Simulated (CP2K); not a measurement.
Write the native input for CP2K 2026.2 that does the following.

```yaml
Task: band structure
Functional: BLYP
Potentials_or_basis: POTENTIAL_UZH Sn GTH-PBE-q4; TZVP-MOLOPT-PBE-GTH basis
Density_cutoff: 9184 eV
k_mesh: 7 × 7 × 7
Occupations: fermi-dirac, width 0.05 eV
Spin: no spin polarisation
SCF_solver: diagonalisation with k points
Quickstep_method: GPW
EPS_DEFAULT: 1.0E-9
EPS_SCF: 1.0E-6
MAX_SCF: 100
SCF_GUESS: ATOMIC
k_points_reduced_by_the_point_group: yes
Mesh_centred_on_Gamma: yes
CHOLESKY: OFF
EPS_EIGVAL: 1.0E-7
MIXING_METHOD: BROYDEN_MIXING
MIXING_ALPHA: 0.4
NBUFFER: 8
NGRIDS: 5
Basis_sets: Sn TZVP-MOLOPT-PBE-GTH-q4
Potentials: Sn GTH-PBE-q4 of POTENTIAL_UZH
ADDED_MOS: "[10]"
Points_a_segment_of_the_path_NPOINTS: 6
Bands_added_on_the_path: 4
REL_CUTOFF_Ry: 60 Ry
MIXING_BETA_1/bohr: 1.5 1/bohr
CUTOFF_of_the_grids: 675 Ry
```

The system is Sn.

```
Sn
1.0
     4.57264    0.00000    0.00000
     2.28632    3.96002    0.00000
     2.28632    1.32001    3.73354
Sn
2
Direct
  0.75000 0.75000 0.75000
  0.50000 0.50000 0.50000
```

This isn't the form of Sn at room conditions, which is tetragonal (white tin).

These files were run (other wordings do the same):

sn_bands.inp

```
&GLOBAL
  PROJECT sn_bands
  RUN_TYPE ENERGY_FORCE
  PRINT_LEVEL LOW
&END GLOBAL
&FORCE_EVAL
  METHOD QS
  STRESS_TENSOR ANALYTICAL
  &DFT
    BASIS_SET_FILE_NAME BASIS_MOLOPT_UZH
    POTENTIAL_FILE_NAME POTENTIAL_UZH
    &MGRID
      CUTOFF 675
      REL_CUTOFF 60
      NGRIDS 5
    &END MGRID
    &QS
      METHOD GPW
      EPS_DEFAULT 1.0E-9
    &END QS
    &KPOINTS
      SCHEME MONKHORST-PACK 7 7 7
      GAMMA_CENTERED T
      SYMMETRY T
      SYMMETRY_BACKEND SPGLIB
    &END KPOINTS
    &SCF
      SCF_GUESS ATOMIC
      EPS_SCF 1.0E-6
      MAX_SCF 100
      ADDED_MOS 10
      CHOLESKY OFF
      EPS_EIGVAL 1.0E-7
      &DIAGONALIZATION ON
        ALGORITHM STANDARD
      &END DIAGONALIZATION
      &MIXING ON
        METHOD BROYDEN_MIXING
        ALPHA 0.4
        BETA 1.5
        NBUFFER 8
      &END MIXING
      &SMEAR ON
        METHOD FERMI_DIRAC
        ELECTRONIC_TEMPERATURE 580.23
      &END SMEAR
    &END SCF
    &XC
      &XC_FUNCTIONAL
        &GGA_X_B88
        &END GGA_X_B88
        &GGA_C_LYP
        &END GGA_C_LYP
      &END XC_FUNCTIONAL
    &END XC
    &PRINT
      &KPOINTS ON
      &END KPOINTS
      &MULLIKEN ON
      &END MULLIKEN
      &MO ON
        ENERGIES T
        OCCUPATION_NUMBERS T
        &EACH
          QS_SCF 0
        &END EACH
        ADD_LAST NUMERIC
      &END MO
      &BAND_STRUCTURE
        FILE_NAME bands.bs
        ADDED_MOS 4
        &KPOINT_SET
          UNITS B_VECTOR
          NPOINTS 6
          SPECIAL_POINT GAMMA 0.00000000 0.00000000 0.00000000
          SPECIAL_POINT X 0.50000000 0.00000000 0.50000000
          SPECIAL_POINT W 0.50000000 0.25000000 0.75000000
          SPECIAL_POINT K 0.37500000 0.37500000 0.75000000
          SPECIAL_POINT GAMMA 0.00000000 0.00000000 0.00000000
          SPECIAL_POINT L 0.50000000 0.50000000 0.50000000
          SPECIAL_POINT U 0.62500000 0.25000000 0.62500000
          SPECIAL_POINT W 0.50000000 0.25000000 0.75000000
          SPECIAL_POINT L 0.50000000 0.50000000 0.50000000
          SPECIAL_POINT K 0.37500000 0.37500000 0.75000000
        &END KPOINT_SET
        &KPOINT_SET
          UNITS B_VECTOR
          NPOINTS 6
          SPECIAL_POINT U 0.62500000 0.25000000 0.62500000
          SPECIAL_POINT X 0.50000000 0.00000000 0.50000000
        &END KPOINT_SET
      &END BAND_STRUCTURE
    &END PRINT
  &END DFT
  &SUBSYS
    &CELL
      A 4.5726372396 0.0000000000 0.0000000000
      B 2.2863186198 3.9600200118 0.0000000000
      C 2.2863186198 1.3200066706 3.7335426719
      PERIODIC XYZ
    &END CELL
    &COORD
      Sn  6.8589558594 3.9600200118 2.8001570039
      Sn  4.5726372396 2.6400133412 1.8667713359
    &END COORD
    &KIND Sn
      BASIS_SET TZVP-MOLOPT-PBE-GTH-q4
      POTENTIAL GTH-PBE-q4
    &END KIND
    &PRINT
      &ATOMIC_COORDINATES ON
      &END ATOMIC_COORDINATES
      &CELL ON
      &END CELL
    &END PRINT
  &END SUBSYS
  &PRINT
    &FORCES ON
    &END FORCES
    &STRESS_TENSOR ON
    &END STRESS_TENSOR
  &END PRINT
&END FORCE_EVAL
```

Potentials or basis: POTENTIAL_UZH Sn GTH-PBE-q4; TZVP-MOLOPT-PBE-GTH basis.

Command:

```console
$ OMP_NUM_THREADS=1 cp2k.psmp -i sn_bands.inp -o sn_bands.out
```

It gave:

```
Pressure               : 5.5 GPa
Band gap on the k mesh : none (metal or under the smearing width)
```

Caveat: the potentials were made for another functional, which shifts forces and pressure; spin-orbit coupling is left out, which moves the levels of the heavy elements; the basis of atomic orbitals isn't converged, which shifts pressures, moduli and gaps.

Run time: 15 s on 1 thread of Arm Neoverse V1, on a shared host, peak memory 0.39 GiB.
